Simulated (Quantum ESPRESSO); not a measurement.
LiCl under changes of volume

One of the cells (16.871 Å³/atom); the others are scaled copies at fixed shape and fractional positions:

```
Cl Li
1.0
     0.00000    2.56477    2.56477
     2.56477    0.00000    2.56477
     2.56477    2.56477    0.00000
Cl Li
1 1
Cartesian
  2.5648 2.5648 2.5648
  0.0000 0.0000 0.0000
```

* Program: Quantum ESPRESSO 7.5
* Functional: PBE
* Potentials or basis: SSSP 1.3 efficiency PBE
* Cutoff: 748 eV
* Density cutoff: 5987 eV
* k mesh: 9 × 9 × 9
* Occupations: fermi-dirac, width 0.05 eV
* Spin: no spin polarisation

| volume (Å³/atom) | energy over the lowest point (meV/atom) | pressure (GPa) | gap on the mesh (eV) |
| --- | --- | --- | --- |
| 15.859 | 9.58 | 2.7 | 6.70 |
| 16.196 | ? | ? | ? |
| 16.534 | 1.65 | 1.1 | 6.45 |
| 16.871 | 0.12 | 0.4 | 6.33 |
| 17.209 | 0.00 | -0.3 | 6.22 |
| 17.546 | 1.15 | -0.8 | 6.11 |
| 17.883 | 3.43 | -1.4 | 6.01 |

Question: What does the run at 16.196 Å³/atom give?

Answer: Energy over the lowest point 4.75 meV/atom; pressure 1.9 GPa; gap on the mesh 6.57 eV.

Worked out: A Birch-Murnaghan fit of order 3 (a polynomial in V^(-2/3)) to the other rows has its minimum at 17.07 Å³/atom with B0 = V·E''(V) = 32 GPa and B' = 4.3. It gives 4.75 meV/atom at 16.196 Å³/atom, against the run's 4.75, and -dE/dV = 1.9 GPa, against 1.9. A straight line through the other rows of the gap, of slope -5.76 eV per unit of ln V (its deformation potential), gives 6.57 eV, against the run's 6.57.

Energies are extrapolated to zero smearing.

Caveats: an odd mesh through Γ misses points on the zone boundary, where band edges often lie.
